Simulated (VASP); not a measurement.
A run of VASP 6.6.1:

The input INCAR:

```
SYSTEM = WC
  PREC = Accurate
  ENCUT = 600
  EDIFF = 1E-6
  ISMEAR = 0
  SIGMA = 0.1
  LREAL = .False.
  LASPH = .True.
  NELM = 100
  ALGO = Normal
  ISIF = 3
  LWAVE = .False.
  LCHARG = .False.
  GGA = PE
  IBRION = 2
  NSW = 100
  EDIFFG = -0.01
```

Contents of KPOINTS:

```
Automatic mesh
0
Gamma
  14 14 14
  0 0 0
```

File POSCAR:

```
WC
1.0
    0.0000000000      2.8881112822      2.8881112822
    2.8881112822      0.0000000000      2.8881112822
    2.8881112822      2.8881112822      0.0000000000
W C
2 2
Direct
    0.0000000000      0.0000000000      0.0000000000
    0.2500000000      0.2500000000      0.2500000000
    0.5000000000      0.5000000000      0.5000000000
    0.7500000000      0.7500000000      0.7500000000
```

Potentials or basis: VASP PAW PBE potentials, release 64 (W_sv, C).

Run with:

```bash
$ cat potpaw_PBE.64/W_sv/POTCAR potpaw_PBE.64/C/POTCAR > POTCAR
$ mpirun -np 1 vasp_std > vasp.out
```

Hardware: 1 thread of Intel(R) Xeon(R) Platinum 8375C CPU @ 2.90GHz (Ice Lake) (shared host).

Question: How long does it take, and how much memory?

Answer: It took 5.1 min on 1 thread of Intel(R) Xeon(R) Platinum 8375C CPU @ 2.90GHz (Ice Lake), on a shared host, peak memory 0.28 GiB. Counts: scf iterations 27, k points 104, ion steps 3.
